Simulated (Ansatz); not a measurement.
GeO2:
```yaml
crystal:
  lattice:
    - [4.48717, 0.00000, 0.00000]
    - [0.00000, 4.48717, 0.00000]
    - [0.00000, 0.00000, 2.90504]
  atoms:
    - { symbol: Ge, position: [0.50000, 0.50000, 0.50000] }
    - { symbol: Ge, position: [0.00000, 0.00000, 0.00000] }
    - { symbol: O, position: [0.69287, 0.69287, 0.00000] }
    - { symbol: O, position: [0.30713, 0.30713, 0.00000] }
    - { symbol: O, position: [0.80713, 0.19287, 0.50000] }
    - { symbol: O, position: [0.19287, 0.80713, 0.50000] }
```

Plane-wave PAW PBE (Ansatz code) gives a gap of 1.23 eV without spin–orbit coupling, maximum at Γ, minimum at Γ.

What happens when spin–orbit coupling is switched on?

The gap is nearly the same, to 1.23 eV; maximum at Γ, minimum at Γ.

Give the electron effective mass with spin–orbit coupling.

0.19, 0.22, 0.22 mₑ (principal values).

Give the hole effective mass with spin–orbit coupling.

1.2, 1.2, 1.9 mₑ (principal values).

Space group P4_2/mnm (rutile). The cell was relaxed with PBE under the symmetry of its start.

Potentials: the later of the program's two PAW sets.
